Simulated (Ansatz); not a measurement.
**Zr3O: strain energy, fitted**

Zr3O, P6_322, a = 5.651 Å, c = 5.195 Å. The structure is a Materials Project entry; whether it is the stable form wasn't checked. Ansatz: r2SCAN, PAW, 500 eV, Γ-centred 6×6×8 mesh on 8 atoms, Gaussian smearing 0.10 eV; no spin polarisation. Series: biaxial strain in the a-b plane, c and atoms relaxed; x is the strain in per cent. y is the free energy over the unstrained cell, V0 = 17.958 Å³/atom.

```
x (%) y (meV/atom)
 -4.0             ?
 -2.0         11.92
  0.0          0.00
  2.0         11.54
  4.0         44.91
```

Question: Fit y = c2 x² + c3 x³ to the other rows, turn c2 into a modulus, and predict the missing energy.

Answer: Least squares on the rows shown. y = 2.9265 x² − 0.029726 x³. In eV per unit strain² c2 is 29.27; M is the biaxial modulus (E = M V0 ε²): 29.27 × 160.2 / (17.958) = 261 GPa. At x = -4.0 the fit asked for gives 48.73 meV/atom. The run gave 47.96 meV/atom, so the fit is 0.77 meV/atom too high, 1.6 % of the span of the series, against an rms of 0.04 meV/atom on the fitted rows. The row lies outside the fitted range. With a term in x⁴ added, a fit to the same known rows (none to spare) predicts 47.95 meV/atom, so most of the miss is curvature that the known rows already hold.